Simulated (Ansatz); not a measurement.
## FeO in Ansatz: the effect of Hubbard term

FeO:

```
CELL_PARAMETERS angstrom
1.51768 0.87623 2.51579
-1.51768 0.87623 2.51579
0.00000 -1.75247 2.51579
ATOMIC_POSITIONS crystal
Fe 0.00000 0.00000 0.00000
O 0.50000 0.50000 0.50000
```

Alike in all runs:

- Program: Ansatz 0.2.0
- Task: projected density of states
- Functional: LDA
- Potentials or basis: Ansatz PAW
- Cutoff: 420 eV (not typed: the program's choice for these potentials)
- k mesh: 11 × 11 × 11
- Occupations: fermi-dirac, width 0.05 eV
- Spin: collinear spin, ferromagnetic start
- Starting moments: [3.0, 0.0] μB
- Hubbard projectors: ortho-atomic (the default)
- Double counting: fll (the default)

Task: One run gave: gap on the mesh 1.23 eV; pressure -1.1 GPa. Which Hubbard term did it use?
A. Fe d U = 8 eV
B. Fe d U = 6 eV
C. Fe d U = 5 eV
D. Fe d U = 4 eV
E. Fe d U = 2 eV

Result: B.

| Hubbard term | gap on the mesh (eV) | pressure (GPa) |
| --- | --- | --- |
| none | none | -16.0 |
| Fe d U = 1 eV | none | -15.3 |
| Fe d U = 2 eV | none | -10.9 |
| Fe d U = 3 eV | 0.50 | -7.1 |
| Fe d U = 4 eV | 0.96 | -4.7 |
| Fe d U = 5 eV | 1.12 | -2.7 |
| Fe d U = 6 eV | 1.23 | -1.1 |
| Fe d U = 8 eV | 1.40 | 2.0 |

Caveats: a cell with one magnetic atom can't hold antiferromagnetic order, which such compounds often take; the PAW data sets come from PBE, with cores solved anew for the run's functional, which leaves a small shift of forces and pressure; the density of states is complete only up to the lowest level of the last band computed; the magnetic or orbital state may not be the lowest (some runs); odd divisions of the mesh miss points on the zone boundary, where band edges often lie, so the gap on the mesh can be too wide (some runs); semilocal functionals often make such compounds metallic where correlation or magnetic order opens a gap, which also shifts bond lengths (some runs).

A k mesh can miss the band edges.

A gap of «none» marks a metal or a gap under the smearing width.

Runs at the PBE level aren't shown here.
